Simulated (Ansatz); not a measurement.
The geometry is COD entry 2300612, unchecked; take it as a test cell. The listed cell was then made from it by scaling, straining or moving an atom.

An input for ZrO2: DFT, PBE, all-electron LAPW, scalar-relativistic (Ansatz 0.2.0).

Command: `ansatz run input.yaml --threads 2 --pin off --max-ram 6144MiB --backend cpu --events-out ev --progress --plain --runs-dir out` The run took 41 s on 2 threads of Arm Neoverse V1, on a shared host, peak memory 0.59 GiB.

```yaml
crystal:
  lattice:
    - [3.6666296707, 0.0, 0.0]
    - [0.0, 3.6666296707, 0.0]
    - [0.0, 0.0, 5.2785355817]
  atoms:
    - { symbol: Zr, position: [0.0, 0.0, 0.0] }
    - { symbol: Zr, position: [0.5, 0.5, 0.5] }
    - { symbol: O, position: [0.0, 0.5, 0.203] }
    - { symbol: O, position: [0.0, 0.5, 0.703] }
    - { symbol: O, position: [0.5, 0.0, 0.297] }
    - { symbol: O, position: [0.5, 0.0, 0.797] }
kpoints:
  mp_grid: { grid: [6, 6, 4] }
  band_path:
    path:
      - [0.0, 0.0, 0.0]
      - [0.0, 0.5, 0.0]
      - [0.5, 0.5, 0.0]
      - [0.0, 0.0, 0.0]
      - [0.0, 0.0, 0.5]
      - [0.0, 0.5, 0.5]
      - [0.5, 0.5, 0.5]
      - [0.0, 0.0, 0.5]
      - [0.0, 0.5, 0.0]
    npoints: 5
scf:
  occupations: { method: fermi_dirac, width: 0.01 }
hamiltonian:
  xc: pbe
  pseudopotentials: { kind: all_electron, lapw: { basis_error: 0.0005 } }
output:
  forces: true
  stress: true
  eigenvalues: true
```

The results part of the log:

```
SCF 1 converged in 10 iterations: F = -204058.102120 eV  dr2 = 1.08e-9
NSCF: frozen V_eff on 41 k-points
SCF converged after 10 iterations
Free energy (F): -204058.102120 eV
Harris-Foulkes:  -204058.102120 eV  (|F-HF|=5.41e-9)
Internal energy: -204058.102120 eV  (E = F + TS)
E sigma→0 (E₀):  -204058.102120 eV
Fermi energy:    13.537867 eV
--- Per-component energies (eV) ---
  E_band       = -12320.707377
  E_kinetic    = 210479.434715
  E_xc         = -7153.873863
  E_electrostatic = -407383.662971  (all electrons and nuclei)
  E_smearing   = -0.000000  (= −TS)
  E_closure    = 0.000000  (closes the sum)
  E_atoms      = -204003.237094  (free atoms, spherical and without spin; not in F)
  Σ components = -204058.102120   (vs F -204058.102120, Δ=0.00e0)
  Basis errors (estimates in eV, not in F): energy 2.4e-4 per atom: plane waves 2.2e-4 (1.2e-4 summed), levels above the bands 8.8e-295, relativity 6.1e-8, radial functions 2.3e-5, core shells 1.1e-10; eigenvalues (radial functions only) 3.0e-6; not estimated: angular momenta, meshes, grids; target (lapw.basis_error) 5.0e-4; muffin-tin radii O 1.001 Å, Zr 1.123 Å
--- Forces (eV/Å), atoms counted from 1 ---
  atom   1  Zr     0.00000000     0.00000000    -0.00000000
  atom   2  Zr     0.00000000     0.00000000     0.00000000
  atom   3  O      0.00000000     0.00000000    -0.29500333
  atom   4  O     -0.00000000     0.00000000    -0.29500333
  atom   5  O      0.00000000     0.00000000     0.29500333
  atom   6  O      0.00000000     0.00000000     0.29500333
  max |Σ_I F_I| component: 1.11e-16 eV/Å
--- Stress (GPa, compression-positive) ---
       -8.495210       0.000000       0.000000
        0.000000      -8.495210       0.000000
        0.000000       0.000000      -6.281490
  P = ⅓ Tr σ = -7.7573 GPa (-77.573 kbar)
--- Band table (eV; the first three rows and the last of 30) ---
  k-point 0: bands = ["-492.0424", "-492.0424", "-492.0424", "-492.0424", "-386.3024", "-386.3024", "-299.1850", "-299.1850", "-299.1815", "-299.1815", "-299.1815", "-299.1815", "-156.3608", "-156.3608", "-156.3577", "-156.3577", "-156.3480", "-156.3480", "-156.3480", "-156.3480", "-156.3440", "-156.3440", "-36.0970", "-36.0567", "-14.4951", "-14.0646", "-14.0646", "-13.9815", "-13.9440", "-13.9440", "-5.7280", "-4.5583", "-4.0869", "-3.6873", "6.9076", "7.2512", "7.3743", "7.3743", "9.2382", "9.2382", "10.3821", "10.3821", "11.1322", "11.5080", "11.5403", "11.5403", "15.4464", "15.9176", "16.4641", "16.5742", "17.7483", "18.1483", "19.0920", "19.0920", "20.6573", "20.6573"]
  k-point 1: bands = ["-492.0424", "-492.0424", "-492.0424", "-492.0424", "-386.3024", "-386.3024", "-299.1850", "-299.1850", "-299.1815", "-299.1815", "-299.1815", "-299.1815", "-156.3608", "-156.3608", "-156.3577", "-156.3577", "-156.3480", "-156.3480", "-156.3480", "-156.3480", "-156.3440", "-156.3440", "-36.0911", "-36.0626", "-14.4269", "-14.0646", "-14.0472", "-14.0472", "-13.9618", "-13.9618", "-5.5035", "-4.4426", "-4.3531", "-3.8250", "7.3917", "7.5305", "7.5305", "7.7673", "8.7256", "8.7256", "10.2693", "10.6911", "10.7887", "10.7887", "11.5791", "11.5791", "15.5896", "16.1189", "16.3823", "16.5051", "18.4587", "18.8945", "19.1884", "19.1884", "20.3083", "20.3083"]
  k-point 2: bands = ["-492.0424", "-492.0424", "-492.0424", "-492.0424", "-386.3024", "-386.3024", "-299.1850", "-299.1850", "-299.1815", "-299.1815", "-299.1815", "-299.1815", "-156.3608", "-156.3608", "-156.3577", "-156.3577", "-156.3480", "-156.3480", "-156.3480", "-156.3480", "-156.3440", "-156.3440", "-36.0769", "-36.0769", "-14.2531", "-14.2531", "-14.0075", "-14.0075", "-14.0018", "-14.0018", "-4.9469", "-4.9469", "-4.1462", "-4.1462", "7.8909", "7.8909", "8.1331", "8.1331", "8.6744", "8.6744", "9.1015", "9.1015", "11.0725", "11.0725", "11.6177", "11.6177", "15.9621", "15.9621", "16.4590", "16.4590", "19.4515", "19.4515", "19.7098", "19.7098", "19.8022", "19.8022"]
  k-point 29: bands = ["-492.0424", "-492.0424", "-492.0424", "-492.0424", "-386.3024", "-386.3024", "-299.1850", "-299.1850", "-299.1815", "-299.1815", "-299.1815", "-299.1815", "-156.3608", "-156.3608", "-156.3577", "-156.3577", "-156.3480", "-156.3480", "-156.3480", "-156.3480", "-156.3440", "-156.3440", "-36.0523", "-36.0523", "-14.3353", "-14.3353", "-14.3353", "-14.3353", "-14.0921", "-14.0921", "-4.1660", "-4.1660", "-4.1660", "-4.1660", "7.6086", "7.6086", "7.8731", "7.8731", "9.8890", "9.8890", "9.8890", "9.8890", "10.3092", "10.3092", "11.5946", "11.5946", "16.4834", "16.4834", "16.8822", "16.8822", "17.6827", "17.6827", "17.6827", "17.6827", "19.2908", "19.2908"]
```
